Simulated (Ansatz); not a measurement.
HgS, DFT, PBEsol, all-electron PAW with datasets made for the crystal, scalar-relativistic (Ansatz 0.2.0), run on 1 thread of Intel(R) Xeon(R) Platinum 8488C (Sapphire Rapids) on a shared host.

The cell is COD entry 1011368, as deposited and not checked against the literature; nothing was relaxed. The listed cell was then made from it by scaling, straining or moving an atom.

Command: `ansatz run input.yaml --threads 1 --pin off --max-ram 3072MiB --backend cpu --events-out ev --progress --plain --runs-dir out`

```yaml
crystal:
  lattice:
    - [0.0, 2.9192039402, 2.9192039402]
    - [2.9192039402, 0.0, 2.9192039402]
    - [2.9192039402, 2.9192039402, 0.0]
  atoms:
    - { symbol: Hg, position: [0.0, 0.0, 0.0] }
    - { symbol: S, position: [0.75, 0.75, 0.75] }
kpoints:
  mp_grid: { grid: [8, 8, 8] }
scf:
  occupations: { method: fermi_dirac, width: 0.02 }
hamiltonian:
  xc: pbesol
  pseudopotentials: { kind: all_electron, datasets: crystal }
output:
  forces: true
  stress: true
  eigenvalues: true
  efg: { contact_densities: true }
```

(1) How large is the problem that the program sets up?

(2) Estimate the wall time and the peak memory.

(3) And the same cell and mesh by PAW with the default files, asked for forces, stress, eigenvalues, efg, write_density, write_potential, elf, on the same hardware?

Results:

(1) 29 irreducible k-points, 459 plane waves at Γ, 13 bands.

(2) 9.3 s of wall time for 8 SCF iterations, with a peak of 0.54 GiB. Times on shared machines scatter by tens of per cent.

(3) 4 s, peak memory 0.43 GiB.
